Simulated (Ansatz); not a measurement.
Carrier properties of BaSnO3 under load (space group R-3m)

```xyz
5
Lattice="4.1249 0.0073 0.0073 0.0073 4.1249 0.0073 0.0073 0.0073 4.1249" Properties=species:S:1:pos:R:3 pbc="T T T"
Ba     2.0698     2.0698     2.0698
Sn     0.0000     0.0000     0.0000
O      0.0036     2.0625     0.0036
O      2.0625     0.0036     0.0036
O      0.0036     0.0036     2.0625
```

Computed with PBEsol with spin-orbit coupling, rigid bands (plane waves, PAW; Ansatz, a quantum-chemistry and plane-wave program). Condition of this run: uniaxial stress along [111] of -1 GPa (compression positive) (the target of the relaxation). Geometry: cell and atoms relaxed with PBEsol, then loaded as said.

| Quantity | Result |
|---|---|
| band gap | 0.83 eV |
| electron conductivity mass (300 K, dilute) | 0.168 mₑ |
| hole conductivity mass (300 K, dilute) | 1.93 mₑ |
| effective density of states N_c (300 K) | 1.7e18 cm⁻³ |
| effective density of states N_v (300 K) | 2.9e20 cm⁻³ |
| density-of-states mass, electrons | 0.163 mₑ |
| density-of-states mass, holes | 5.1 mₑ |
| Seebeck coefficient, n-type 1e19 cm⁻³, 300 K | -99 μV/K |
| best n-type power factor at 300 K for τ = 10 fs (best axis; densities from 1e16 to 1e21 cm⁻³ tried, whether or not they can be reached) | 1.56 μW/(cm·K²) at 1e19 cm⁻³ |
| Seebeck coefficient, p-type 1e19 cm⁻³, 300 K | 532 μV/K |

Rigid bands; masses and Seebeck coefficients take one relaxation time τ for all states and one kind of carrier; polarons and phonon drag are left out.
